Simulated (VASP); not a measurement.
# KCl (Fm-3m) in VASP: a series of runs

One crystal, KCl, is run at these levels: PBEsol+D3(BJ); tasks: relaxation of cell and atoms.

Program: VASP 6.6.1. These are calculated values, not measurements. Logs are shortened: lines on timing, memory, paths and dates and some standing lists are left out, and cuts for length are marked.

### Step 1. The crystal as given

It takes space group Fm-3m (No. 225, cubic). The conventional cell has a = 6.293 Å, b = 6.293 Å, c = 6.293 Å, α = 90.00°, β = 90.00°, γ = 90.00°. K (site symmetry m-3m) has 6 Cl at 3.15 Å as nearest neighbours. Cl (site symmetry m-3m) has 6 K at 3.15 Å as nearest neighbours.

### Step 2. Relaxation of cell and atoms, PBEsol+D3(BJ), target pressure 2 GPa, at which the enthalpy is minimised

INCAR

```
PREC = Accurate
ENCUT = 520
EDIFF = 1E-7
ISMEAR = 0
SIGMA = 0.1
LREAL = F
LASPH = T
NELM = 60
ALGO = Normal
ISIF = 3
LWAVE = F
LCHARG = F
GGA = PS
IVDW = 12
IBRION = 2
NSW = 80
EDIFFG = -0.002
PSTRESS = 20.0
```

KPOINTS

```
Automatic mesh
0
Gamma
  12 12 12
```

POSCAR

```
KCl
1.0
    0.0000000000      3.1464700000      3.1464700000
    3.1464700000      0.0000000000      3.1464700000
    3.1464700000      3.1464700000      0.0000000000
K Cl
1 1
Direct
    0.0000000000      0.0000000000      0.0000000000
    0.5000000000      0.5000000000      0.5000000000
```

Potentials or basis: VASP PAW PBE potentials, release 64 (K_sv, Cl).

Started as:

```
$ cat potpaw_PBE.64/K_sv/POTCAR potpaw_PBE.64/Cl/POTCAR > POTCAR
$ mpirun -np 1 vasp_std > vasp.out
```

OUTCAR:

```text
PREC = Accurate
   ENCUT = 520
   EDIFF = 1E-7
   ISMEAR = 0
   LREAL = F
   LASPH = T
   NELM = 60
   ISIF = 3
   GGA = PS
   IVDW = 12
   IBRION = 2
   NSW = 80
   EDIFFG = -0.002
   PSTRESS = 20.0
 IVDW          = 12

 ion  position               nearest neighbor table
   1  0.000  0.000  0.000-   2 3.15   2 3.15   2 3.15   2 3.15   2 3.15   2 3.15
   2  0.500  0.500  0.500-   1 3.15   1 3.15   1 3.15   1 3.15   1 3.15   1 3.15

  LATTYP: Found a face centered cubic cell.
 ALAT       =     6.2929400000

  Lattice vectors:

 A1 = (   0.0000000000,   3.1464700000,   3.1464700000)
 A2 = (   3.1464700000,   0.0000000000,   3.1464700000)
 A3 = (   3.1464700000,   3.1464700000,   0.0000000000)

Analysis of symmetry for initial positions (statically):
=====================================================================
 Subroutine PRICEL returns:
 Original cell was already a primitive cell.

 Routine SETGRP: Setting up the symmetry group for a
 face centered cubic supercell.

 Subroutine GETGRP returns: Found 48 space group operations
 (whereof 48 operations were pure point group operations)
 out of a pool of 48 trial point group operations.

The static configuration has the point symmetry O_h .

Analysis of symmetry for dynamics (positions and initial velocities):
=====================================================================
 Subroutine PRICEL returns:
 Original cell was already a primitive cell.

 Routine SETGRP: Setting up the symmetry group for a
 face centered cubic supercell.

 Subroutine GETGRP returns: Found 48 space group operations
 (whereof 48 operations were pure point group operations)
 out of a pool of 48 trial point group operations.

The dynamic configuration has the point symmetry O_h .

 Subroutine INISYM returns: Found 48 space group operations
 (whereof 48 operations are pure point group operations),
 and found     1 'primitive' translations

----------------------------------------------------------------------------------------

                                     Primitive cell

  volume of cell :      62.3018

  direct lattice vectors                    reciprocal lattice vectors
     0.000000000  3.146470000  3.146470000    -0.158908237  0.158908237  0.158908237
     3.146470000  0.000000000  3.146470000     0.158908237 -0.158908237  0.158908237
     3.146470000  3.146470000  0.000000000     0.158908237  0.158908237 -0.158908237

  length of vectors
     4.449780548  4.449780548  4.449780548     0.275237140  0.275237140  0.275237140

  position of ions in fractional coordinates (direct lattice)
     0.000000000  0.000000000  0.000000000
     0.500000000  0.500000000  0.500000000

  ion indices of the primitive-cell ions
   primitive index   ion index
                 1           1
                 2           2

----------------------------------------------------------------------------------------

 KPOINTS: Automatic mesh

Automatic generation of k-mesh.
 Grid dimensions read from file:
 generate k-points for:   12   12   12

 Generating k-lattice:

  Cartesian coordinates                     Fractional coordinates (reciprocal lattice)
    -0.013242353  0.013242353  0.013242353     0.083333333  0.000000000  0.000000000
     0.013242353 -0.013242353  0.013242353     0.000000000  0.083333333  0.000000000
     0.013242353  0.013242353 -0.013242353     0.000000000  0.000000000  0.083333333

  Length of vectors
     0.022936428  0.022936428  0.022936428

  Shift w.r.t. Gamma in fractional coordinates (k-lattice)
     0.000000000  0.000000000  0.000000000

 Subroutine IBZKPT returns following result:
 ===========================================

 Found     72 irreducible k-points:

 Following reciprocal coordinates:
            Coordinates               Weight
  0.000000  0.000000  0.000000      1.000000
  0.083333  0.000000  0.000000      8.000000
  0.166667  0.000000  0.000000      8.000000
  0.250000  0.000000  0.000000      8.000000
  0.333333  0.000000  0.000000      8.000000
  0.416667  0.000000  0.000000      8.000000
[... 16 lines left out ...]
  0.500000  0.166667  0.000000     24.000000
 -0.416667  0.166667  0.000000     24.000000
 [... further k-points ...]
   k-points           NKPTS =     72   k-points in BZ     NKDIM =     72   number of bands    NBANDS=     12
   number of dos      NEDOS =    301   number of ions     NIONS =      2
   total plane-waves  NPLWV =  46656
   dimension x,y,z NGX =    36 NGY =   36 NGZ =   36
   dimension x,y,z NGXF=    72 NGYF=   72 NGZF=   72
   ions per type =               1   1
   NGX,Y,Z   is equivalent  to a cutoff of  13.45, 13.45, 13.45 a.u.
   NGXF,Y,Z  is equivalent  to a cutoff of  26.90, 26.90, 26.90 a.u.
 SYSTEM =  unknown system
   PREC   = accura    normal or accurate (medium, high low for compatibility)
   ISTART =      0    job   : 0-new  1-cont  2-samecut
   ICHARG =      2    charge: 1-file 2-atom 10-const
   ISPIN  =      1    spin polarized calculation?
   LNONCOLLINEAR =      F non collinear calculations
   LSORBIT =      F    spin-orbit coupling
   LASPH  =      T    aspherical Exc in radial PAW
   ENCUT  =  520.0 eV  38.22 Ry    6.18 a.u.   8.27  8.27  8.27*2*pi/ulx,y,z
   NELM   =     60;   NELMIN=  2; NELMDL= -5     # of ELM steps
   EDIFF  = 0.1E-06   stopping-criterion for ELM
   LREAL  =      F    real-space projection
   EDIFFG = -.2E-02   stopping-criterion for IOM
   NSW    =     80    number of steps for IOM
   IBRION =      2    ionic relax: 0-MD 1-quasi-New 2-CG
   NFREE  =      1    steps in history (QN), initial steepest desc. (CG)
   ISIF   =      3    stress and relaxation
   ISYM   =      2    0-nonsym 1-usesym 2-fastsym
   POTIM  = 0.5000    time-step for ionic-motion
   TEBEG  =    0.0;   TEEND  =   0.0 temperature during run
   PSTRESS=   20.0 pullay stress
   NELECT =      16.0000    total number of electrons
   NUPDOWN=      -1.0000    fix difference up-down
   EMIN   =  10.00;   EMAX   =-10.00  energy-range for DOS
   EFERMI =   0.00;   METHOD = LEGACY
   ISMEAR =     0;   SIGMA  =   0.10  broadening in eV -4-tet -1-fermi 0-gaus
   EFERMI_NEDOS =   21; number of points for ismear=-14 and -15
   IALGO  =     38    algorithm
   IMIX   =      4    mixing-type and parameters
     AMIX     =   0.40;   BMIX     =  1.00
     AMIX_MAG =   1.60;   BMIX_MAG =  1.00
  volume/ion in A,a.u.               =      31.15       210.22
  Fermi-wavevector in a.u.,A,eV,Ry     =   1.040594  1.966437 14.732871  1.082835
  Thomas-Fermi vector in A             =   2.175177
   LORBIT       =      0    0 simple, 1 ext, 2 COOP (PROOUT), +10 PAW based schemes
   GGA     = PS    functional components
   LHFCALC =     F    Hartree Fock is set to
   AEXX    =    0.0000 exact exchange contribution
   IVDW    =    12    specifies the selected vdW correction
   LEPSILON=     F    determine dielectric tensor
   LRPA    =     F    only Hartree local field effects (RPA)
 conjugate gradient relaxation of ions
 non-spin polarized calculation
 Gauss-broadening in eV      SIGMA  =   0.10
  energy-cutoff  :      520.00
  volume of cell :       62.30
 maximum number of plane-waves:      1700
 NGX is ok and might be reduce to    36
   NGX = 17   NGY = 17   NGZ = 17

--------------------------------------- Ionic step        1  -------------------------------------------

 number of electron      16.0000001 magnetization

 Free energy of the ion-electron system (eV)
  ---------------------------------------------------
  ext. energy  EPLUGINS =         0.00000000
  ---------------------------------------------------
  free energy    TOTEN  =        -7.02203520 eV

  energy without entropy =       -7.02203520  energy(sigma->0) =       -7.02203520

------------------------ aborting loop because EDIFF is reached ----------------------------------------

 Edisp (eV)   -0.37451

 E8    (eV) :    -0.2540

  FORCE on cell =-STRESS in cart. coord.  units (eV):
  Direction    XX          YY          ZZ          XY          YZ          ZX
  --------------------------------------------------------------------------------------
  -------------------------------------------------------------------------------------
  Total      -0.53417    -0.53417    -0.53417    -0.00000    -0.00000    -0.00000
  in kB     -13.73686   -13.73686   -13.73686    -0.00000    -0.00000    -0.00000
  external pressure =      -33.74 kB  Pullay stress =       20.00 kB
[... 149 lines left out ...]
  enthalpy is  TOTEN    =        -6.7246457129 eV   P V=        0.6683290870

--------------------------------------- Ionic step        5  -------------------------------------------

 number of electron      16.0000001 magnetization

 Free energy of the ion-electron system (eV)
  ---------------------------------------------------
  ext. energy  EPLUGINS =         0.00000000
  ---------------------------------------------------
  free energy    TOTEN  =        -6.95464548 eV

  energy without entropy =       -6.95464548  energy(sigma->0) =       -6.95464548

 E-fermi :  -0.7745     XC(G=0):  -8.3927

 val. band max:       -1.2337745304   @ k =   0.0000   0.0000   0.0000
 cond. band min:       4.3153191675   @ k =   0.0000   0.0000   0.0000
 fundamental gap:      5.5490936979
 Fermi energy:        -0.7744881582

 k-point     1 :       0.0000    0.0000    0.0000
  band No.  band energies     occupation
      1     -27.9477      2.00000
      2     -13.5254      2.00000
      3     -11.4767      2.00000
      4     -11.4767      2.00000
      5     -11.4767      2.00000
      6      -1.2338      2.00000
      7      -1.2338      2.00000
      8      -1.2338      2.00000
      9       4.3153      0.00000
     10       7.0689      0.00000
     11       7.0689      0.00000
     12       7.0689      0.00000
[... 331 lines left out ...]
 k-point    24 :      -0.4167    0.1667    0.0000
  band No.  band energies     occupation
      1     -27.9212      2.00000
      2     -13.7174      2.00000
      3     -11.5571      2.00000
      4     -11.5027      2.00000
      5     -11.2123      2.00000
      6      -2.4388      2.00000
      7      -1.7389      2.00000
      8      -1.7042      2.00000
      9       6.7320      0.00000
     10       7.5405      0.00000
     11       9.3817      0.00000
     12       9.5184      0.00000

 [... further k-points ...]

------------------------ aborting loop because EDIFF is reached ----------------------------------------

 Edisp (eV)   -0.43857

 E8    (eV) :    -0.2977

  FORCE on cell =-STRESS in cart. coord.  units (eV):
  Direction    XX          YY          ZZ          XY          YZ          ZX
  --------------------------------------------------------------------------------------
  -------------------------------------------------------------------------------------
  Total       0.66890     0.66890     0.66890    -0.00000     0.00000     0.00000
  in kB      20.00994    20.00994    20.00994    -0.00000     0.00000     0.00000
  external pressure =        0.01 kB  Pullay stress =       20.00 kB
[... 17 lines left out ...]
  FREE ENERGIE OF THE ION-ELECTRON SYSTEM (eV)
  ---------------------------------------------------
  free  energy   TOTEN  =        -7.3932173207 eV

  energy  without entropy=       -7.3932173207  energy(sigma->0) =       -7.39321732

  enthalpy is  TOTEN    =        -6.7246466609 eV   P V=        0.6685706597

 reached required accuracy - stopping structural energy minimisation
```

Run time: 1.9 min. Hardware: 1 thread of Intel Xeon Platinum 8488C (Sapphire Rapids), shared host; peak memory 0.25 GiB.

Results:

* Free energy: -7.3932 eV
* Relaxed volume: 26.78 Å³/atom
* Relaxed cell: a = 4.231 Å, b = 4.231 Å, c = 4.231 Å, α = 60.00°, β = 60.00°, γ = 60.00°
* Space group after relaxing (to 0.05 Å): Fm-3m (No. 225)
* Energy change on relaxing (the enthalpy is what falls): +1.7 meV/atom
* Ionic steps: 5
* Pressure after relaxing: 2.0 GPa
* Band gap on the k mesh: 5.55 eV, direct
* Dispersion energy per atom: -0.219 eV

The path:
| step | energy change (eV) | largest force (eV/Å) | pressure (GPa) | volume (Å³) |
| --- | --- | --- | --- | --- |
| 1 | 0.0000 | 0.0000 | -1.37 | 62.30 |
| 2 | -0.0193 | 0.0000 | 0.48 | 56.57 |
| 3 | 0.0000 | 0.0000 | 1.84 | 53.83 |
| 4 | 0.0036 | 0.0000 | 2.01 | 53.54 |
| 5 | 0.0033 | 0.0000 | 2.00 | 53.56 |

Final structure:
```
K Cl
1.0
     0.00000    2.99180    2.99180
     2.99180    0.00000    2.99180
     2.99180    2.99180    0.00000
K Cl
1 1
Direct
  0.00000 0.00000 0.00000
  0.50000 0.50000 0.50000
```

Caveat: the cell is relaxed towards a set pressure, so the enthalpy falls and the energy may rise; the PAW data sets were made with another functional, which shifts forces and pressure a little. A k mesh can miss the band edges.

### Step 3. Relaxation of cell and atoms, PBEsol+D3(BJ), target pressure 2 GPa, at which the enthalpy is minimised

This run uses another cell than the first one, of 26.78 Å³/atom, 0.860 times its volume.

INCAR is that of step 2.

KPOINTS is that of step 2.

POSCAR

```
KCl                                     
1.0
   -0.0000000000      2.9918005308      2.9918005308
    2.9918005308      0.0000000000      2.9918005308
    2.9918005308      2.9918005308     -0.0000000000
  K               Cl            
     1     1
Direct
     0.0000000000000000    0.0000000000000000    0.0000000000000000
     0.5000000000000000    0.5000000000000000    0.5000000000000000
```

Potentials or basis: VASP PAW PBE potentials, release 64 (K_sv, Cl).

Started as:

```
$ cat potpaw_PBE.64/K_sv/POTCAR potpaw_PBE.64/Cl/POTCAR > POTCAR
$ mpirun -np 1 vasp_std > vasp.out
```

It took 27 s on 1 thread of Intel Xeon Platinum 8488C (Sapphire Rapids), shared host; peak memory 0.2 GiB.

Results (log left out):

```
Free energy                                            : -7.3910 eV
Relaxed volume                                         : 26.76 Å³/atom
Relaxed cell                                           : a = 4.230 Å, b = 4.230 Å, c = 4.230 Å, α = 60.00°, β = 60.00°, γ = 60.00°
Space group after relaxing (to 0.05 Å)                 : Fm-3m (No. 225)
Energy change on relaxing (the enthalpy is what falls) : +0.2 meV/atom
Ionic steps                                            : 2
Pressure after relaxing                                : 2.0 GPa
Band gap on the k mesh                                 : 5.55 eV, direct
Dispersion energy per atom                             : -0.219 eV
```

The path:
```
step  energy change (eV)  largest force (eV/Å)  pressure (GPa)  volume (Å³)
   1              0.0000                0.0000            1.97        53.56
   2              0.0004                0.0000            1.99        53.52
```

Final structure:
```xyz
2
Lattice="0.0000 2.9912 2.9912 2.9912 0.0000 2.9912 2.9912 2.9912 0.0000" Properties=species:S:1:pos:R:3 pbc="T T T"
K     0.0000    0.0000    0.0000
Cl    2.9912    2.9912    2.9912
```

Levels at points of the mesh, in eV from the valence-band top:
| k point | band 4 | band 5 | band 6 | band 7 | band 8 | band 9 | band 10 | band 11 | band 12 |
| --- | --- | --- | --- | --- | --- | --- | --- | --- | --- |
| (0.00, 0.00, 0.00) | -10.24 | -10.24 | 0.00 | 0.00 | 0.00 | 5.55 | 8.30 | 8.30 | 8.30 |
| (0.50, 0.00, 0.00) | -10.26 | -9.89 | -1.39 | -0.48 | -0.48 | 7.83 | 9.05 | 10.94 | 10.94 |
| (0.50, 0.50, 0.00) | -10.35 | -10.35 | -0.77 | -0.26 | -0.26 | 6.19 | 8.92 | 10.44 | 10.81 |

Caveat: the cell is relaxed towards a set pressure, so the enthalpy falls and the energy may rise; the PAW data sets were made with another functional, which shifts forces and pressure a little. A k mesh can miss the band edges.
